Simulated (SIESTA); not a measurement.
## KMgF3 under changes of volume

One of the cells (12.918 Å³/atom); the others are scaled copies at fixed shape and fractional positions:

```xyz
5
Lattice="4.0123 0.0000 0.0000 0.0000 4.0123 0.0000 0.0000 0.0000 4.0123" Properties=species:S:1:pos:R:3 pbc="T T T"
K     2.0061    2.0061    2.0061
Mg    0.0000    0.0000    0.0000
F     0.0000    0.0000    2.0061
F     0.0000    2.0061    0.0000
F     2.0061    0.0000    0.0000
```

| Property | Result |
| --- | --- |
| Program | SIESTA 5.4.2 |
| Functional | PBE |
| Potentials or basis | PseudoDojo 0.4 standard (PBE files) |
| Basis | DZP (energy shift 0.003 Ry; two zetas on semicore shells; d shell added on K) |
| Grid cutoff | 800 Ry |
| Energy shift | 0.003 Ry |
| k mesh | 7 × 7 × 7 |
| Occupations | fermi-dirac, width 0.05 eV |
| Spin | no spin polarisation |

| volume (Å³/atom) | energy over the lowest point (meV/atom) | pressure (GPa) | gap on the mesh (eV) |
| --- | --- | --- | --- |
| 11.905 | 46.41 | 11.0 | 7.76 |
| 12.159 | 30.96 | 8.6 | 7.59 |
| 12.412 | ? | ? | ? |
| 12.918 | 4.44 | 2.9 | 7.12 |
| 13.172 | 1.04 | 1.4 | 6.98 |
| 13.425 | 0.00 | 0.0 | 6.84 |

Question: What does the run at 12.412 Å³/atom give?

Answer: Energy over the lowest point 19.11 meV/atom; pressure 6.5 GPa; gap on the mesh 7.43 eV.

Worked out: A Birch-Murnaghan fit of order 3 (a polynomial in V^(-2/3)) to the other rows has its minimum at 13.42 Å³/atom with B0 = V·E''(V) = 70 GPa and B' = 4.5. It gives 19.08 meV/atom at 12.412 Å³/atom, against the run's 19.11, and -dE/dV = 6.5 GPa, against 6.5. A straight line through the other rows of the gap, of slope -7.66 eV per unit of ln V, gives 7.44 eV, against the run's 7.43.

Energies are extrapolated to zero smearing.

Caveats: an odd mesh through Γ misses points on the zone boundary, where band edges often lie; the basis of atomic orbitals isn't converged, which shifts pressures, moduli and gaps.
